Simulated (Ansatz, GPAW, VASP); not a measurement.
## One calculation of CoO, 4 ways

```xyz
2
Lattice="0.0000 2.1315 2.1315 2.1315 0.0000 2.1315 2.1315 2.1315 0.0000" Properties=species:S:1:pos:R:3 pbc="T T T"
Co    0.0000    0.0000    0.0000
O     2.1315    2.1315    2.1315
```

Alike in all runs: task single point; functional PBE; k mesh 11 × 11 × 11; occupations gaussian, width 0.05 eV; collinear spin, ferromagnetic start; no spin-orbit coupling. The measured crystal is an antiferromagnetic insulator; the state found here is the runs' own. Pressure is positive in compression and, in plane waves, holds the error of the finite cutoff.

```csv
program and potentials,plane-wave cutoff (eV),notes,pressure (GPa),net moment per atom (μB)
"Ansatz, all-electron LAPW, scalar-relativistic",-,-,-1.85,1.48
"VASP, PBE PAW files Co_GW, O_GW, 550 eV",550,-,-2.88,1.47
"GPAW, GPAW PAW data sets (gpaw-data 1.2.1)",800,-,-1.23,1.48
"VASP, PBE PAW files Co, O, 500 eV",500,-,-2.53,1.46
```

The pressure spans -2.88 (VASP, PBE PAW files Co_GW, O_GW, 550 eV) to -1.23 GPa (GPAW, GPAW PAW data sets (gpaw-data 1.2.1)), with all-electron results at -1.85. The net moment per atom spans 1.46 (VASP, PBE PAW files Co, O, 500 eV) to 1.48 μB (GPAW, GPAW PAW data sets (gpaw-data 1.2.1)), with all-electron results at 1.48. The state is the one that the start led to, which needn't be the lowest.

Differences between rows come from potentials, basis sets and numerical settings, since the functional is the same but for its coding. Runs on potential files found faulty are left out.
